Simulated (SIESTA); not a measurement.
The system is Al.

```
CELL_PARAMETERS angstrom
0.00000 2.02481 2.02481
2.02481 0.00000 2.02481
2.02481 2.02481 0.00000
ATOMIC_POSITIONS crystal
Al 0.00000 0.00000 0.00000
```

Base run:

- Program: SIESTA 5.4.2
- Functional: vdW-DF-cx
- Potentials or basis: SPMS 1.0 (PBE files) or PseudoDojo by element
- Basis: DZP (energy shift 0.002 Ry; radii capped at 9.5 bohr)
- Grid cutoff: 500 Ry
- Energy shift: 0.002 Ry
- k mesh: 11 × 11 × 11
- Occupations: fermi-dirac, width 0.05 eV
- Spin: no spin polarisation

Its results: band gap on the k mesh none (metal or under the smearing width); pressure -0.2 GPa.

Question: The run is repeated on the same cell with these changes: functional from vdW-DF-cx to AM05; potentials or basis from SPMS 1.0 (PBE files) or PseudoDojo by element to PseudoDojo 0.4 standard (PBEsol files). What comes out?

Answer: Band gap on the k mesh none (metal or under the smearing width); pressure -2.8 GPa.

Caveats: the potentials were made for another functional, which shifts forces and pressure; the basis of atomic orbitals isn't converged, which shifts pressures, moduli and gaps.

Not every run made on this cell is shown here.
